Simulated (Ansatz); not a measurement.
Optical constants of GaN

Method: DFT PBE, scalar-relativistic, plane waves, PAW (Ansatz). Cutoff 420 eV, 12×12×6 k-points (Γ-centred), Gaussian smearing of 0.01 eV. No spin polarisation.

Relaxed structure:
```
Ga N
1.0
     3.21839    0.00000    0.00000
    -1.60919    2.78720    0.00000
     0.00000    0.00000    5.24323
Ga N
2 2
Direct
  0.33333 0.66667 0.99914
  0.66667 0.33333 0.49914
  0.33333 0.66667 0.37586
  0.66667 0.33333 0.87586
```

Independent-particle response (no local fields, no excitons) on a 18×18×8 mesh, broadened by 0.1 eV. Light polarised along x. The bands above those solved add 0.15 to ε₁ at zero frequency; that share is added as a constant.

Question: Tabulate n, κ, the reflectivity and the absorption coefficient against photon energy.

Answer:
```
E (eV) n     κ     R  α (10⁵ cm⁻¹)
   0.1  2.47  0.00  0.18          0.00
   0.4  2.47  0.00  0.18          0.00
   0.7  2.49  0.00  0.18          0.00
   1.0  2.51  0.00  0.18          0.00
   1.3  2.55  0.00  0.19          0.00
   1.6  2.63  0.00  0.20          0.01
   1.9  2.69  0.15  0.21          0.29
   2.2  2.64  0.22  0.21          0.48
   2.5  2.62  0.25  0.20          0.63
   2.8  2.60  0.27  0.20          0.76
   3.1  2.60  0.28  0.20          0.88
   3.4  2.62  0.29  0.20          1.01
   3.7  2.64  0.30  0.21          1.14
   4.0  2.68  0.32  0.21          1.28
   4.3  2.74  0.34  0.22          1.46
   4.6  2.83  0.37  0.24          1.71
   4.9  2.99  0.44  0.26          2.17
   5.2  3.09  0.68  0.28          3.60
   5.5  3.09  1.10  0.31          6.16
   5.8  2.79  1.13  0.29          6.61
   6.1  2.86  1.06  0.29          6.58
   6.4  2.72  1.47  0.32          9.56
   6.7  2.40  1.43  0.29          9.72
   7.0  2.37  1.23  0.26          8.73
   7.3  2.51  1.21  0.27          8.92
   7.6  2.75  1.61  0.34         12.40
   7.9  2.18  2.01  0.38         16.13
   8.2  1.81  1.56  0.30         12.95
   8.5  2.12  1.23  0.25         10.60
   8.8  2.29  1.71  0.33         15.23
   9.1  1.92  1.74  0.33         16.01
   9.4  1.71  1.86  0.37         17.74
   9.7  1.52  1.56  0.31         15.34
  10.0  1.57  1.30  0.24         13.16
  10.3  1.96  1.24  0.24         12.93
  10.6  2.03  1.64  0.32         17.60
  10.9  1.85  1.86  0.36         20.50
  11.2  1.64  2.04  0.41         23.16
  11.5  1.41  2.17  0.46         25.24
  11.8  1.09  2.08  0.50         24.85
```

Question: Where is the highest local maximum of ε₂ between 0.3 and 12 eV?

Answer: At 7.8 eV, where ε₂ = 9.4.

Question: How do the static value and the gaps compare?

Answer: ε₁(0) = 6.09; on the self-consistent k mesh the Kohn–Sham gap is 1.71 eV and the least direct gap 1.71 eV.

Cost: 1 run of about 0.86 core-minutes, on AMD EPYC 9R45 (Zen 5) (shared hosts).